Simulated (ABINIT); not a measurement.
# Al (Fm-3m) in ABINIT: notebook

The runs below take Al through equation of state, band structure, with PBEsol, HLE16, PBE.

All numbers are computed with ABINIT 10.8.3 (patched build); they aren't measurements. Logs are shortened: lines on timing, memory, paths and dates and some standing lists are left out, and cuts for length are marked. The log counts tension as positive stress, the text compression.

**The experiment to reproduce.**

From “The interpretation of polycrystalline coherent inelastic neutron scattering from aluminium”, 2013, pmc:3831299, for a bulk crystal of Al: bulk modulus 76.9 GPa.

The results are compared with them further down.

## (1) The structure

Symmetry: Fm-3m, No. 225, cubic system. Conventional cell: a = 4.050 Å, b = 4.050 Å, c = 4.050 Å, α = 90.00°, β = 90.00°, γ = 90.00°. Al (site symmetry m-3m) is surrounded by 12 Al at 2.86 Å.

## (2) Equation of state, PBEsol

Input file run.abi:

```
# Datasets: one volume each
ndtset 7
getwfk -1
scalecart1 3*0.9795861087
scalecart2 3*0.9864848297
scalecart3 3*0.9932883884
scalecart4 3*1.0000000000
scalecart5 3*1.0066227096
scalecart6 3*1.0131594038
scalecart7 3*1.0196128224

# Pseudopotentials
pp_dirpath "./"
pseudos "Al.GGA_PBE-JTH.xml"

# Structure
acell 3*1.0
rprim
     0.0000000000     3.8263269058     3.8263269058
     3.8263269058     0.0000000000     3.8263269058
     3.8263269058     3.8263269058     0.0000000000
ntypat 1
znucl 13
natom 1
typat 1
xred
     0.0000000000     0.0000000000     0.0000000000

# Plane-wave basis
ecut 26.0
pawecutdg 48.0

# k points
kptopt 1
ngkpt 11 11 11
nshiftk 1
shiftk 0.0 0.0 0.0

# Exchange and correlation
ixc -116133

# Bands and occupations
nband 6
occopt 3
tsmear 0.05 eV

# SCF cycle
nstep 100
tolvrs 1.0e-9

# Output
iomode 3
prtwf 1
prtden 0
prteig 0
prtebands 0
enunit 1
```

Potentials or basis: JTH PAW PBE v2.0.

The run is started by

```console
$ abinit run.abi > log 2>&1
```

run.abo:

```text
.Version 10.8.3 of ABINIT
 DATASET    1 : space group Fm -3 m (#225); Bravais cF (face-center cubic)
================================================================================
 Values of the parameters that define the memory need for DATASET  1.
     intxc =       0    ionmov =       0      iscf =      17    lmnmax =       8
     lnmax =       4     mgfft =      27  mpssoang =       2    mqgrid =    3001
     natom =       1  nloc_mem =       2    nspden =       1   nspinor =       1
    nsppol =       1      nsym =      48    n1xccc =       1    ntypat =       1
    occopt =       3   xclevel =       2
       mpw =         677          nfft =       19683          nkpt =          56
 PAW method is used; the additional fine FFT grid is defined by:
   mgfftf=        36    nfftf =     46656
================================================================================
================================================================================
[... 71 lines left out ...]
 DATASET    7 : space group Fm -3 m (#225); Bravais cF (face-center cubic)
================================================================================
 Values of the parameters that define the memory need for DATASET  7.
     intxc =       0    ionmov =       0      iscf =      17    lmnmax =       8
     lnmax =       4     mgfft =      27  mpssoang =       2    mqgrid =    3001
     natom =       1  nloc_mem =       2    nspden =       1   nspinor =       1
    nsppol =       1      nsym =      48    n1xccc =       1    ntypat =       1
    occopt =       3   xclevel =       2
       mpw =         766          nfft =       19683          nkpt =          56
 PAW method is used; the additional fine FFT grid is defined by:
   mgfftf=        36    nfftf =     46656
================================================================================
================================================================================

--------------------------------------------------------------------------------
------------- Echo of variables that govern the present computation ------------
--------------------------------------------------------------------------------
 -outvars: echo values of preprocessed input variables --------
            acell      1.0000000000E+00  1.0000000000E+00  1.0000000000E+00 Bohr
              amu      2.69815390E+01
             ecut      2.60000000E+01 Hartree
           enunit           1
           getwfk          -1
                       outvar_i_n : Printing only first  50 k-points.
              ixc     -116133
           jdtset        1    2    3    4    5    6    7
                       outvar_i_n : Printing only first  50 k-points.
         kptrlatt       11    0    0      0   11    0      0    0   11
          kptrlen1     5.83085676E+01
          kptrlen2     5.87192048E+01
          kptrlen3     5.91241776E+01
          kptrlen4     5.95236774E+01
          kptrlen5     5.99178855E+01
          kptrlen6     6.03069736E+01
          kptrlen7     6.06911048E+01
            natom           1
            nband           6
           ndtset           7
            ngfft          27      27      27
          ngfftdg          36      36      36
             nkpt          56
            nstep         100
             nsym          48
           ntypat           1
                       prtocc : prtvol=0, do not print more k-points.
           occopt           3
        pawecutdg      4.80000000E+01 Hartree
         pawxcdev           0
           prtden           0
        prtebands           0
           prteig           0
            rprim1     0.0000000000E+00  3.7482166843E+00  3.7482166843E+00
                       3.7482166843E+00  0.0000000000E+00  3.7482166843E+00
                       3.7482166843E+00  3.7482166843E+00  0.0000000000E+00
            rprim2     0.0000000000E+00  3.7746134460E+00  3.7746134460E+00
                       3.7746134460E+00  0.0000000000E+00  3.7746134460E+00
                       3.7746134460E+00  3.7746134460E+00  0.0000000000E+00
            rprim3     0.0000000000E+00  3.8006460858E+00  3.8006460858E+00
                       3.8006460858E+00  0.0000000000E+00  3.8006460858E+00
                       3.8006460858E+00  3.8006460858E+00  0.0000000000E+00
            rprim4     0.0000000000E+00  3.8263269058E+00  3.8263269058E+00
                       3.8263269058E+00  0.0000000000E+00  3.8263269058E+00
                       3.8263269058E+00  3.8263269058E+00  0.0000000000E+00
            rprim5     0.0000000000E+00  3.8516675577E+00  3.8516675577E+00
                       3.8516675577E+00  0.0000000000E+00  3.8516675577E+00
                       3.8516675577E+00  3.8516675577E+00  0.0000000000E+00
            rprim6     0.0000000000E+00  3.8766790866E+00  3.8766790866E+00
                       3.8766790866E+00  0.0000000000E+00  3.8766790866E+00
                       3.8766790866E+00  3.8766790866E+00  0.0000000000E+00
            rprim7     0.0000000000E+00  3.9013719758E+00  3.9013719758E+00
                       3.9013719758E+00  0.0000000000E+00  3.9013719758E+00
                       3.9013719758E+00  3.9013719758E+00  0.0000000000E+00
          spgroup         225
           tolvrs      1.00000000E-09
           tsmear      1.83746611E-03 Hartree
            typat      1
           useylm           1
                       outvars : Printing only first  50 k-points.
            znucl       13.00000

================================================================================

 chkinp: Checking input parameters for consistency, jdtset=   1.

 chkinp: Checking input parameters for consistency, jdtset=   2.

 chkinp: Checking input parameters for consistency, jdtset=   3.

 chkinp: Checking input parameters for consistency, jdtset=   4.
[... 27 lines left out ...]
 getcut: wavevector=  0.0000  0.0000  0.0000  ngfft=  27  27  27
         ecut(hartree)=     26.000   => boxcut(ratio)=   2.14005

 Fine grid specifications (used for densities):

 getcut: wavevector=  0.0000  0.0000  0.0000  ngfft=  36  36  36
         ecut(hartree)=     48.000   => boxcut(ratio)=   2.17759

--- Pseudopotential description ------------------------------------------------
- pspini: atom type   1  psp file is ./Al.GGA_PBE-JTH.xml
 Pseudopotential format is: paw10
 basis_size (lnmax)=  4 (lmn_size=  8), orbitals=   0   0   1   1
 Spheres core radius: rc_sph= 1.90363307
 Shapefunction is SIN type: shapef(r)=[sin(pi*r/rshp)/(pi*r/rshp)]**2
 Radius for shape functions =  1.60786206
 Compensation charge density is not taken into account in XC energy/potential

  -1.09563711E+01                                ecore*ucvol(ha*bohr**3)
--------------------------------------------------------------------------------

[... 7 lines left out ...]

     iter   Etot(hartree)      deltaE(h)  residm     nres2
 ETOT  1  -2.0951957426892    -2.095E+00 2.613E-01 5.962E-01
 ETOT  2  -2.1043333516536    -9.138E-03 6.206E-03 8.814E-02
 ETOT  3  -2.1041724500095     1.609E-04 1.930E-03 1.779E-03
 ETOT  4  -2.1041662561463     6.194E-06 1.156E-03 5.452E-05
 ETOT  5  -2.1041662480959     8.050E-09 6.128E-04 7.692E-08
 ETOT  6  -2.1041662481423    -4.641E-11 3.042E-04 1.454E-09
 ETOT  7  -2.1041662481328     9.423E-12 2.088E-04 1.500E-10
[... 1084 lines left out ...]
 Cartesian components of stress tensor (hartree/bohr^3)
  sigma(1 1)=  1.89423717E-04  sigma(3 2)=  0.00000000E+00
  sigma(2 2)=  1.89423717E-04  sigma(3 1)=  0.00000000E+00
  sigma(3 3)=  1.89423717E-04  sigma(2 1)=  0.00000000E+00

-Cartesian components of stress tensor (GPa)         [Pressure= -5.5730E+00 GPa]
- sigma(1 1)=  5.57303817E+00  sigma(3 2)=  0.00000000E+00
- sigma(2 2)=  5.57303817E+00  sigma(3 1)=  0.00000000E+00
- sigma(3 3)=  5.57303817E+00  sigma(2 1)=  0.00000000E+00

== END DATASET(S) ==============================================================
================================================================================

 -outvars: echo values of variables after computation  --------
            acell      1.0000000000E+00  1.0000000000E+00  1.0000000000E+00 Bohr
           etotal1    -2.1041662481E+00
           etotal2    -2.1043693240E+00
           etotal3    -2.1044281633E+00
           etotal4    -2.1043576885E+00
           etotal5    -2.1041714618E+00
           etotal6    -2.1038818832E+00
           etotal7    -2.1035001625E+00
            fcart1    -0.0000000000E+00 -0.0000000000E+00 -0.0000000000E+00
            fcart2    -0.0000000000E+00 -0.0000000000E+00 -0.0000000000E+00
            fcart3    -0.0000000000E+00 -0.0000000000E+00 -0.0000000000E+00
            fcart4    -0.0000000000E+00 -0.0000000000E+00 -0.0000000000E+00
            fcart5    -0.0000000000E+00 -0.0000000000E+00 -0.0000000000E+00
            fcart6    -0.0000000000E+00 -0.0000000000E+00 -0.0000000000E+00
            fcart7    -0.0000000000E+00 -0.0000000000E+00 -0.0000000000E+00
            rprim1     0.0000000000E+00  3.7482166843E+00  3.7482166843E+00
                       3.7482166843E+00  0.0000000000E+00  3.7482166843E+00
                       3.7482166843E+00  3.7482166843E+00  0.0000000000E+00
            rprim2     0.0000000000E+00  3.7746134460E+00  3.7746134460E+00
                       3.7746134460E+00  0.0000000000E+00  3.7746134460E+00
                       3.7746134460E+00  3.7746134460E+00  0.0000000000E+00
            rprim3     0.0000000000E+00  3.8006460858E+00  3.8006460858E+00
                       3.8006460858E+00  0.0000000000E+00  3.8006460858E+00
[... 9 lines left out ...]
                       3.8766790866E+00  3.8766790866E+00  0.0000000000E+00
            rprim7     0.0000000000E+00  3.9013719758E+00  3.9013719758E+00
                       3.9013719758E+00  0.0000000000E+00  3.9013719758E+00
                       3.9013719758E+00  3.9013719758E+00  0.0000000000E+00
           strten1    -1.2507803170E-04 -1.2507803170E-04 -1.2507803170E-04
                       0.0000000000E+00  0.0000000000E+00  0.0000000000E+00
           strten2    -5.7193018069E-05 -5.7193018069E-05 -5.7193018069E-05
                       0.0000000000E+00  0.0000000000E+00  0.0000000000E+00
           strten3     3.7318276131E-06  3.7318276131E-06  3.7318276131E-06
                       0.0000000000E+00  0.0000000000E+00  0.0000000000E+00
           strten4     5.8307956468E-05  5.8307956468E-05  5.8307956468E-05
                       0.0000000000E+00  0.0000000000E+00  0.0000000000E+00
           strten5     1.0710695592E-04  1.0710695592E-04  1.0710695592E-04
                       0.0000000000E+00  0.0000000000E+00  0.0000000000E+00
           strten6     1.5066151922E-04  1.5066151922E-04  1.5066151922E-04
                       0.0000000000E+00  0.0000000000E+00  0.0000000000E+00
           strten7     1.8942371740E-04  1.8942371740E-04  1.8942371740E-04
                       0.0000000000E+00  0.0000000000E+00  0.0000000000E+00
 Calculation completed.
```

It took 36 s on 1 thread of Arm Neoverse V1, shared host; peak memory 0.12 GiB.

Results:

* Equilibrium volume: 16.25 Å³/atom
* Bulk modulus: 84 GPa
* Pressure derivative of the bulk modulus: 4.5

Energy against volume, from the lowest point:
| volume (Å³/atom) | energy (meV/atom) |
| --- | --- |
| 15.607 | 7.13 |
| 15.939 | 1.60 |
| 16.271 | 0.00 |
| 16.603 | 1.92 |
| 16.935 | 6.99 |
| 17.267 | 14.87 |
| 17.599 | 25.25 |

Caveat: pressures at fixed basis lie under the slope of the energies; the PAW data sets were made with another functional, which shifts forces and pressure a little.

## (3) Band structure, PBEsol

Input file run.abi:

```
ndtset 2

pp_dirpath "./"
pseudos "Al.GGA_PBE-JTH.xml"

acell 3*1.0 Angstrom
rprim
     0.0000000000     2.0248050000     2.0248050000
     2.0248050000     0.0000000000     2.0248050000
     2.0248050000     2.0248050000     0.0000000000
ntypat 1
znucl 13
natom 1
typat 1
xred
     0.0000000000     0.0000000000     0.0000000000

ecut 544.227725 eV
pawecutdg 40.0

ixc -116133

occopt 3
tsmear 0.05 eV

nstep 100

iomode 3
prtwf 0
prteig 0
prtebands 0
enunit 1
prtden1 1
prtvha1 1
prtvclmb1 1
prtpot1 1

kptopt1 1
ngkpt1 11 11 11
nshiftk1 1
shiftk1 0.0 0.0 0.0
nband1 6
tolvrs1 1.0e-9

iscf2 -2
getden2 1
nband2 10
nbdbuf2 2
tolwfr2 1.0e-12
kptopt2 -9
ndivsm2 5
prteig2 1
kptbounds2
     0.0000000000     0.0000000000     0.0000000000
     0.5000000000     0.0000000000     0.5000000000
     0.5000000000     0.2500000000     0.7500000000
     0.3750000000     0.3750000000     0.7500000000
     0.0000000000     0.0000000000     0.0000000000
     0.5000000000     0.5000000000     0.5000000000
     0.6250000000     0.2500000000     0.6250000000
     0.5000000000     0.2500000000     0.7500000000
     0.5000000000     0.5000000000     0.5000000000
     0.3750000000     0.3750000000     0.7500000000
```

Potentials or basis: JTH PAW PBE v2.0.

The run is started by

```console
$ abinit run.abi > log 2>&1
```

Run time: 10 s. Hardware: 1 thread of Arm Neoverse V1, shared host; peak memory 0.1 GiB.

It converged, with:

| Quantity | Value |
| --- | --- |
| Free energy | -57.2620 eV |
| Pressure | -1.7 GPa |
| Band gap on the k mesh | none (metal or under the smearing width) |
| Valence electrons inside the program's atomic spheres | Al 0.73 (radii [1.0074] Å) |

Levels at the corners of the path, in eV from the Fermi level:
```
point  band 1  band 2  band 3  band 4  band 5  band 6  band 7
    Γ  -11.11   12.60   12.60   12.60   13.97   13.97   13.97
    X   -2.92   -1.61    5.28    5.54    5.54    8.99   25.27
    W   -0.85   -0.85    0.16    1.06   15.77   15.77   16.24
    K   -1.89   -1.36   -0.42    6.51    8.17   15.60   21.68
    Γ  -11.11   12.60   12.60   12.60   13.97   13.97   13.97
    L   -4.59   -4.38   11.30   11.30   11.44   11.44   15.07
    U   -1.89   -1.36   -0.42    6.51    8.17   15.60   21.68
    W   -0.85   -0.85    0.16    1.06   15.77   15.77   16.24
    L   -4.59   -4.38   11.30   11.30   11.44   11.44   15.07
    K   -1.89   -1.36   -0.42    6.51    8.17   15.60   21.68
```

Caveat: the PAW data sets were made with another functional, which shifts forces and pressure a little.

## (4) Equation of state, PBEsol

Input file run.abi:

```
# Datasets: one volume each
ndtset 7
getwfk -1
scalecart1 3*0.9795861087
scalecart2 3*0.9864848297
scalecart3 3*0.9932883884
scalecart4 3*1.0000000000
scalecart5 3*1.0066227096
scalecart6 3*1.0131594038
scalecart7 3*1.0196128224

# Pseudopotentials
pp_dirpath "./"
pseudos "Al.upf"

# Structure
acell 2.8635066922 2.8635066922 2.8635066922 Angstrom
rprim
     0.0000000000     0.7071067812     0.7071067812
     0.7071067812     0.0000000000     0.7071067812
     0.7071067812     0.7071067812     0.0000000000
ntypat 1
znucl 13
natom 1
typat 1
xred
     0.0000000000     0.0000000000     0.0000000000

# Plane-wave basis
ecut 544.227725 eV

# k points
kptopt 1
ngkpt 11 11 11
nshiftk 1
shiftk 0.0 0.0 0.0

# Exchange and correlation
ixc -116133

# Bands and occupations
nband 6
occopt 3
tsmear 0.00183747

# SCF cycle
nstep 100
tolvrs 1.0e-10

# Output
iomode 3
prtwf 1
prtden 0
prteig 0
prtebands 0
enunit 1
```

Potentials or basis: PseudoDojo NC SR PBEsol v0.4.1 standard.

The run is started by

```console
$ abinit run.abi > log 2>&1
```

Wall time 21 s (1 thread of Arm Neoverse V1, shared host); peak memory 0.11 GiB.

The run converged. Its results:

| Item | Value |
| --- | --- |
| Equilibrium volume | 16.18 Å³/atom |
| Bulk modulus | 84 GPa |
| Pressure derivative of the bulk modulus | 4.5 |

Energy against volume, from the lowest point:
```csv
volume (Å³/atom),energy (meV/atom)
15.607,5.53
15.939,0.83
16.271,0.00
16.603,2.65
16.935,8.40
17.267,16.94
17.599,27.94
```

Caveat: pressures at fixed basis lie under the slope of the energies.

## (5) Equation of state, HLE16

Input file run.abi:

```
ndtset 7
getwfk -1
scalecart1 3*0.9795861087
scalecart2 3*0.9864848297
scalecart3 3*0.9932883884
scalecart4 3*1.0000000000
scalecart5 3*1.0066227096
scalecart6 3*1.0131594038
scalecart7 3*1.0196128224

pp_dirpath "./"
pseudos "Al.GGA_PBE-JTH.xml"

acell 3*1.0
rprim
     0.0000000000     3.8263269058     3.8263269058
     3.8263269058     0.0000000000     3.8263269058
     3.8263269058     3.8263269058     0.0000000000
ntypat 1
znucl 13
natom 1
typat 1
xred
     0.0000000000     0.0000000000     0.0000000000

ecut 20.0
pawecutdg 40.0

kptopt 1
ngkpt 11 11 11
nshiftk 1
shiftk 0.0 0.0 0.0

ixc -545

nband 6
occopt 3
tsmear 0.05 eV

nstep 100
tolvrs 1.0e-9

iomode 3
prtwf 1
prtden 0
prteig 0
prtebands 0
```

Potentials or basis: JTH PAW PBE v2.0.

The run is started by

```console
$ abinit run.abi > log 2>&1
```

It took 43 s on 1 thread of Arm Neoverse V1, shared host; peak memory 0.11 GiB.

The run converged. Its results:

```yaml
Equilibrium_volume: outside the volumes run
```

Energy against volume, from the lowest point:
| volume (Å³/atom) | energy (meV/atom) |
| --- | --- |
| 15.607 | 0.00 |
| 15.939 | 49.82 |
| 16.271 | 101.70 |
| 16.603 | 155.35 |
| 16.935 | 210.46 |
| 17.267 | 266.78 |
| 17.599 | 324.06 |

Caveat: the potentials were made for a functional far from this one; the potentials were made for another functional, which shifts forces and pressure.

(Part 1 of 2 ends here.)
